## Why does the formation energy turn up again for doubly negative Fe in Ge, but not the moment?

**Question**

I have charge series for Fe on a Ge site and for H in the widest void of germanium, all calculated with PBEsol.

Fe and H defects in Ge supercells (64 host sites), relaxed with Ansatz 0.2.0: PBEsol, plane-wave PAW, cutoff 420 eV, 1×1×1 k mesh shifted by (0.25, 0.25, 0.25) steps, Fermi-Dirac smearing 0.01 eV. Formation energies include both correction terms (dielectric constant 16), with the Fermi level at the host valence top. Levels count from that top, shifted by the alignment in charged cells.

```tsv
defect	cell charge (e)	spin treatment	start moment	threads	formation energy (eV)	top filled level (eV)	lowest empty level (eV)	cell moment (μB)	monopole term (eV)	alignment term (eV)
Fe on Ge	-2	collinear	4 μB	11	1.749	-0.310	0.248	0.00	0.4500	-0.1040
Fe on Ge	-1	collinear	5 μB	11	1.575	-0.393	0.069	1.00	0.1120	-0.0170
Fe on Ge	0	collinear	4 μB	11	1.816	-0.343	-0.276	2.00	n/a	n/a
Fe on Ge	1	collinear	5 μB	11	2.240	-0.498	-0.305	3.00	0.1120	-0.0400
H interstitial (widest void)	-1	none	0 μB	4	1.345	-0.248	0.168	0.00	0.1120	-0.0350
H interstitial (widest void)	0	collinear	1 μB	11	1.443	-0.209	-0.134	0.95	n/a	n/a
H interstitial (widest void)	1	none	0 μB	4	1.691	-0.336	-0.095	0.00	0.1120	-0.0410
```

The Fe moment drops by one $\mu_\mathrm{B}$ with every added electron. The formation energy isn't that tidy: it falls from charge +1 to −1 and rises again at −2. H also gets cheaper towards −1, but its second step is much smaller than its first. Is there chemistry in these bends? And why does H show a moment only when it is neutral?

**Answer**

The moment follows from how the electrons pair. The upturn of Fe at −2 and the uneven steps of H come from the charge correction, but the Fe energy flattens towards −2 even without it. To see this, first take the correction off and then ask which level each added electron enters.

**What one step costs**

The formation energies are given with the Fermi level at the host valence top. The difference between two neighbouring charge states is therefore the cost of taking an electron from the valence top and putting it on the defect cell. A negative cost means that the cell pulls the electron in, as an acceptor does.

The tabulated energy also contains a monopole term and an alignment term. They are meant to remove the spurious interaction of a compact charge with its periodic copies. The monopole term grows with the square of the charge, from 0.112 eV for one charge to 0.450 eV for two, so it bends any charge series upwards at its ends.

Without these terms the Fe energy falls all the way to −2. The last electron then gains 0.08 eV, whereas in the table it costs 0.17 eV. For H the two steps become nearly equal, a gain of about 0.18 eV each. The upturn of Fe and the uneven steps of H thus enter with the correction.

That matters because the correction isn't equally sound in all rows. In two Fe rows and two H rows the runs warn that the charge sits in a host band. Such a charge is spread over the cell, and a formula for a compact charge doesn't apply to it.

The warnings don't say which charge states are meant, but the levels give a hint. Only the neutral and positive cells have an empty level below the host valence top, as a hole in the valence band would give. The H atom would then keep the same charge in all three cells, accompanied by one spread-out hole at charge 0 and two at +1. All three cells would be expected to need about the same correction, so the uneven H steps are probably spurious. Fe at −1 and −2 shows no such hole.

The alignment column gives a second hint, provided it is measured against the potential of a model point charge, as in the usual scheme. The alignment term divided by the charge should then stay put when a compact electron is added, and is expected to move by about 0.04 eV when the electron spreads over this whole cell. For H it moves by 0.038 eV per electron. From Fe at −1 to −2 it moves from 0.017 to 0.052 eV, nearly as much. On this reading the last Fe electron is also widely spread, and the correction probably overstates the upturn.

**Which level takes the electron**

One bend survives without the correction: the last Fe electron gains much less than the two before it. Its cause can be read from the levels. By Janak's theorem, the energy changes with the filling of a level at a rate equal to the height of that level. If the height changes steadily during filling, the cost of one electron is the mean of the empty level before and the filled level after:

$$E(q-1)-E(q)\approx\tfrac12\left[\varepsilon_\text{empty}(q)+\varepsilon_\text{filled}(q-1)\right]$$

Here $E$ is the uncorrected formation energy, $q$ the cell charge and $\varepsilon$ a level counted from the host valence top. The tabulated levels of charged cells contain an alignment shift, which has to come off as well.

Take Fe from −1 to −2. The lowest empty level at −1 is then at 0.086 eV, and the top filled level at −2 is at −0.258 eV. Their mean is −0.086 eV, against −0.077 eV from the uncorrected energies. The other four steps agree equally well, as the output below shows. This agreement is built into density-functional theory, so it tells which level the electron enters in the calculation. It doesn't tell whether that level belongs to Fe or to the host, and it doesn't test the calculation against real germanium.

The first two electrons added to the Fe cell find an empty level well below the valence top. The third finds one slightly above it, which is why it gains less. A possible reason is that the lower pair of d levels has room for only two minority electrons, so that the third must enter the higher threefold level. The twofold top of the host valence band at this k point would fit as well, and the two may be mixed: the first two electrons enter near the height of the top filled level of the positive H cell. Neutral Fe shows such a pair, one filled and one empty level of the same spin only 0.067 eV apart, but the outputs don't name the orbitals. The level of the third electron sinks as it fills; the pairing of the spins and the movement of the atoms may both contribute, and the data don't separate them.

**Why the Fe moment counts down**

Electrons in the Fe 3d shell lower their energy by keeping their spins parallel. This exchange pulls the majority-spin levels down and leaves some of their minority-spin partners empty. Exchange alone doesn't decide where an added electron goes, because the simple count further down leaves some majority d levels empty too. Pairing wins when the step up to the next majority level would cost more than the exchange that is lost. That is what happens here: each added electron enters the minority channel and cancels one unpaired spin.

The electron counts show exactly this. All four Fe cells hold 450 majority electrons, while the minority count rises from 447 at charge +1 to 450 at −2. At −2 every spin has a partner and the moment is gone. The calculation started there from 4 $\mu_\mathrm{B}$ and lost it on the way, so the zero is a result and not a setting.

Where the spin sits is a separate matter. A deep level, by its depth the Fe 3s shell, splits between the two spins when there is spin on the Fe atom. The splitting grows by about 1.0 eV for each of the first two unpaired electrons, counted from −2, but only by about 0.6 eV for the third. This suggests that more of the third spin lies outside the Fe atom, on its neighbours or in a host band. The net moment isn't the Fe moment in any case: at −1 the absolute magnetisation is 1.69 $\mu_\mathrm{B}$, so some spin in the cell points the other way.

A simple ligand-field count fails at −2. Four of the eight Fe valence electrons go into bonds, and the added charge brings the remaining four up to six. In a perfect tetrahedron, four of them can pair in the lower d levels, but the last two enter a threefold level and should stay parallel. The calculated pairing needs something that splits this level, such as a distorted site or the off-centre k point, or the run has stopped in a state that isn't the lowest. The relaxed shape isn't available to help decide between them. The neutral cell doesn't fit the simple count either: its four remaining electrons should all pair in the lower levels or all stay parallel, yet two are left unpaired. All four Fe runs carry a warning that a lower state of the d shell may exist.

**Why H has a moment only when neutral**

From +1 to −1, the H cell fills a single level with two electrons. One electron leaves a moment and two cancel it. The charged H cells were run without spin, so their zeros are imposed, and one run warns that a state of higher spin may lie lower. That seems unlikely at +1, where parallel spins would mean lifting an electron by 0.24 eV, well above the spin splitting seen in neutral H. The neutral cell shows 0.95 instead of 1 $\mu_\mathrm{B}$ because smearing moves a little charge between two close levels of opposite spin.

That closeness is informative. The filled and the empty level of neutral H lie only 0.075 eV apart, whereas an electron held tightly in a hydrogen 1s orbital would split them by several eV. The unpaired electron must therefore be spread over many Ge atoms, as expected for a state made mostly of Ge valence orbitals. It isn't an untouched host level, though. The top host level at this k point is expected to be twofold, whereas this one is single and lies 0.24 eV above the top filled level at +1, so H has probably pushed it up. In such a wide state a second electron hardly feels the first, which explains why both steps gain about the same.

Equal steps alone would be weak evidence for a spread state. The first two Fe steps are nearly equal too, although the spin on the Fe atom clearly changes there. For H, the small spin splitting and the host-band warning carry the argument. That the two H steps agree to 0.002 eV is partly luck: only the neutral cell has an unpaired spin, which is expected to lower its energy by some hundredths of an eV.

**What you can take from the energies**

With or without the correction, a negative charge state is lowest for both defects when the Fermi level is at the valence top. In these runs both behave as acceptors. The margin is small, however: tabulated H at −1 lies only about 0.1 eV below neutral H, and cells of this size carry errors of tenths of an eV.

The host adds a doubt of its own. PBEsol closes the gap of germanium, so a level that belongs in the gap may merge with a band. The single k point also lies away from the zone centre and misses the band edge, so the distance from a filled to an empty level isn't a gap. At such a point the host's own valence levels are expected to lie below the true valence top. An electron that merely fills a hole in the host band then seems to gain energy, although in a large crystal this gain would vanish. Much of the fall towards negative charge may come from this, for H and for the first two Fe steps alike. For H there is the site as well: H⁺ is known to prefer the middle of a Ge–Ge bond, and a start in the void may have left it in a local minimum.

For a similar charge series, compare the energies with and without the correction before explaining a bend. If the bend disappears, find out where the added charge sits, because that decides whether the correction belongs there. If it stays, look for the step at which the next electron meets a higher level. For Fe at −2 the alignment term points to a spread electron, but the question isn't closed: a map of the added charge would show how much of the upturn should be kept.

Numerical output:

```
Energies and levels in eV and electrons per spin:
                           row  charge  corrections  uncorrected energy  filled level unshifted  empty level unshifted  majority electrons  minority electrons  deep level splitting
                      Fe on Ge      -2        0.346               1.403                  -0.258                    0.3                 450                 450                 6e-05
                      Fe on Ge      -1        0.095                1.48                  -0.376                  0.086                 450                 449                 1.016
                      Fe on Ge       0            0               1.816                  -0.343                 -0.276                 450                 448                 2.019
                      Fe on Ge       1        0.072               2.168                  -0.538                 -0.345                 450                 447                  2.58
  H interstitial (widest void)      -1        0.077               1.268                  -0.213                  0.203                 449                 449                     0
  H interstitial (widest void)       0            0               1.443                  -0.209                 -0.134                 449                 448               0.00137
  H interstitial (widest void)       1        0.071                1.62                  -0.377                 -0.136                 448                 448                     0
Fe from -1 to -2, uncorrected energy of adding an electron (eV): -0.077
Fe from 0 to -1, uncorrected energy of adding an electron (eV): -0.336
Fe from +1 to 0, uncorrected energy of adding an electron (eV): -0.352
H from 0 to -1, uncorrected energy of adding an electron (eV): -0.175
H from +1 to 0, uncorrected energy of adding an electron (eV): -0.177
Fe from -1 to -2, tabulated energy of adding an electron (eV): 0.174
Fe from 0 to -1, tabulated energy of adding an electron (eV): -0.241
Fe from +1 to 0, tabulated energy of adding an electron (eV): -0.424
H from 0 to -1, tabulated energy of adding an electron (eV): -0.098
H from +1 to 0, tabulated energy of adding an electron (eV): -0.248
Fe from -1 to -2, midpoint of empty and filled level (eV): -0.086
Fe from 0 to -1, midpoint of empty and filled level (eV): -0.326
Fe from +1 to 0, midpoint of empty and filled level (eV): -0.344
H from 0 to -1, midpoint of empty and filled level (eV): -0.1735
H from +1 to 0, midpoint of empty and filled level (eV): -0.1725
Largest miss of the midpoint against the uncorrected step (eV): 0.01
H, second step less first step, uncorrected (eV): 0.002
H, second step less first step, tabulated (eV): 0.15
Fe, part of the step from -1 to -2 that is correction (eV): 0.251
Fe, step from 0 to -1 less step from +1 to 0, uncorrected (eV): 0.016
Fe, step from -1 to -2 less step from 0 to -1, uncorrected (eV): 0.259
Neutral H, lowest empty less top filled level (eV): 0.075
Fe, growth of deep level splitting from -1 to 0 (eV): 1.003
Fe, growth of deep level splitting from 0 to +1 (eV): 0.5611
```
